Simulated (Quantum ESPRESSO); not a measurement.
Ni under changes of volume

One of the cells (10.569 Å³/atom); the others are scaled copies at fixed shape and fractional positions:

```
CELL_PARAMETERS angstrom
2.44802 0.00000 0.00000
-1.22401 2.12005 0.00000
0.00000 0.00000 4.07281
ATOMIC_POSITIONS crystal
Ni 0.66667 0.33333 0.75000
Ni 0.33333 0.66667 0.25000
```

This isn't the form of Ni at room conditions, which is fcc.

| Item | Value |
| --- | --- |
| Program | Quantum ESPRESSO 7.5 |
| Functional | PBE |
| Potentials or basis | SSSP 1.3 efficiency PBE |
| Cutoff | 748 eV |
| Density cutoff | 5987 eV |
| k mesh | 12 × 12 × 7 |
| Occupations | fermi-dirac, width 0.05 eV |
| Spin | collinear spin, ferromagnetic start |
| Starting moments | [1.0, 1.0] μB |

```csv
volume (Å³/atom),energy over the lowest point (meV/atom),pressure (GPa),moment (μB per cell)
9.935,67.53,23.6,1.28
10.146,40.25,17.4,1.31
10.357,20.61,12.0,1.32
10.569,?,?,?
10.780,1.18,2.7,1.35
10.992,0.00,-1.2,1.37
11.203,3.73,-4.7,1.38
```

What does the run at 10.569 Å³/atom give?

Energy over the lowest point 7.82 meV/atom; pressure 7.2 GPa; moment 1.34 μB per cell.

Worked out: A Birch-Murnaghan fit of order 3 (a polynomial in V^(-2/3)) to the other rows has its minimum at 10.93 Å³/atom with B0 = V·E''(V) = 198 GPa and B' = 4.8 at fixed shape and positions, which overstates the stiffness. It gives 7.80 meV/atom at 10.569 Å³/atom, against the run's 7.82, and -dE/dV = 7.3 GPa, against 7.2. A straight line through the other rows of the moment, of slope 0.076 μB per Å³/atom, gives 1.34 μB, against the run's 1.34.

Energies are extrapolated to zero smearing.
